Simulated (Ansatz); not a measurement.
# Ag: computed DOS

```yaml
crystal:
  lattice:
    - [2.88620, 0.00000, 0.00000]
    - [-1.44310, 2.49952, 0.00000]
    - [0.00000, 0.00000, 10.00000]
  atoms:
    - { symbol: Ag, position: [0.33333, 0.66667, 0.25000] }
    - { symbol: Ag, position: [0.66667, 0.33333, 0.75000] }
    - { symbol: Ag, position: [0.00000, 0.00000, 0.00000] }
    - { symbol: Ag, position: [0.00000, 0.00000, 0.50000] }
```

The cell comes from COD entry 1509194, which wasn't checked; take it as a given geometry.

Theory: Ansatz 0.2.0, DFT, PBE, all-electron LAPW, scalar-relativistic.

Numerical set-up: a Γ-centred 16×16×4 k mesh, Fermi–Dirac smearing of 0.05 eV, basis error target 1 meV/atom, no spin polarisation.

Problem. Where is the centre of the filled Ag 4d states between -14 eV and the top of the filled states?

Solution. -4.20 eV from the Fermi level.

Problem. Tabulate the density of states.

Solution. States per eV and cell, averaged over 0.4 eV, from -5.8 to 3.6 eV, with energies (bin centres) from the Fermi level; empty bins are left out. The partial columns, the largest 2 alone, are projections on Löwdin-orthogonalised atomic shells (those that the program's projection atoms carry: the occupied ones and, for some elements, an empty d or f shell; other empty shells have no column), summed over atoms of an element. Weights on diffuse s and p shells depend on that basis and aren't pure angular character.
```json
{"E (eV)": "-5.7", "total": "11.55", "Ag 4d": "9.79", "Ag 5s": "1.72"}
{"E (eV)": "-5.3", "total": "11.81", "Ag 4d": "10.97", "Ag 5s": "0.79"}
{"E (eV)": "-4.9", "total": "12.38", "Ag 4d": "11.89", "Ag 5s": "0.41"}
{"E (eV)": "-4.5", "total": "12.32", "Ag 4d": "11.80", "Ag 5s": "0.43"}
{"E (eV)": "-4.1", "total": "14.03", "Ag 4d": "13.42", "Ag 5s": "0.50"}
{"E (eV)": "-3.7", "total": "12.56", "Ag 4d": "12.16", "Ag 5s": "0.31"}
{"E (eV)": "-3.3", "total": "12.75", "Ag 4d": "12.43", "Ag 5s": "0.26"}
{"E (eV)": "-2.9", "total": "12.71", "Ag 4d": "12.40", "Ag 5s": "0.29"}
{"E (eV)": "-2.5", "total": "1.01", "Ag 4d": "0.63", "Ag 5s": "0.36"}
{"E (eV)": "-2.1", "total": "0.90", "Ag 4d": "0.43", "Ag 5s": "0.44"}
{"E (eV)": "-1.7", "total": "0.92", "Ag 4d": "0.36", "Ag 5s": "0.51"}
{"E (eV)": "-1.3", "total": "0.94", "Ag 4d": "0.30", "Ag 5s": "0.56"}
{"E (eV)": "-0.9", "total": "0.98", "Ag 4d": "0.26", "Ag 5s": "0.60"}
{"E (eV)": "-0.5", "total": "1.05", "Ag 4d": "0.22", "Ag 5s": "0.63"}
{"E (eV)": "-0.1", "total": "1.13", "Ag 4d": "0.20", "Ag 5s": "0.64"}
{"E (eV)": "0.3", "total": "1.16", "Ag 4d": "0.17", "Ag 5s": "0.63"}
{"E (eV)": "0.7", "total": "1.11", "Ag 4d": "0.14", "Ag 5s": "0.57"}
{"E (eV)": "1.1", "total": "1.09", "Ag 4d": "0.11", "Ag 5s": "0.54"}
{"E (eV)": "1.5", "total": "1.03", "Ag 4d": "0.09", "Ag 5s": "0.46"}
{"E (eV)": "1.9", "total": "1.08", "Ag 4d": "0.08", "Ag 5s": "0.43"}
{"E (eV)": "2.3", "total": "1.09", "Ag 4d": "0.07", "Ag 5s": "0.43"}
{"E (eV)": "2.7", "total": "0.98", "Ag 4d": "0.06", "Ag 5s": "0.37"}
{"E (eV)": "3.1", "total": "1.03", "Ag 4d": "0.06", "Ag 5s": "0.42"}
{"E (eV)": "3.5", "total": "0.91", "Ag 4d": "0.04", "Ag 5s": "0.36"}
```
